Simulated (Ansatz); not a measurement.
This run works on a generated trial structure, not on a known crystal.

Input and command of a plane-wave DFT calculation in Ansatz:

```yaml
crystal:
  lattice:
    - [6.1836134147, 0.0, 0.0]
    - [0.0, 6.1836134147, 0.0]
    - [0.0, 0.0, 3.380021078]
  atoms:
    - { symbol: Sn, position: [0.0, 0.0, 0.332282996] }
    - { symbol: Te, position: [0.5, 0.0, 0.5571817101] }
    - { symbol: Te, position: [0.0, 0.5, 0.5571817101] }
    - { symbol: Te, position: [0.5, 0.5, 0.5719384237] }
basis:
  ecutwfc: 420
kpoints:
  mp_grid: { grid: [6, 6, 10] }
hamiltonian:
  xc: pbe
scf:
  occupations: { method: gaussian, width: 0.1 }
output:
  forces: true
  stress: true
  eigenvalues: true
relax:
  adjacent_minimum: "off"
  f_tol: 0.01
  max_steps: 80
  cell: { stress_tol: 0.05 }
```

```bash
ansatz run input.yaml --threads 1 --pin off --max-ram 2560MiB --backend cpu --events-out ev --progress --plain --runs-dir out
```

Processor: Intel(R) Xeon(R) 6975P-C (Granite Rapids), 1 thread, on a host shared with other jobs.

How long does it run, and how much memory does it take?

About 2.8 min, peak memory 0.55 GiB. It solves 38 bands at 60 k points (after reduction by symmetry) with about 2503 plane waves (on the last cell), in 60 SCF iterations over 10 ionic steps.
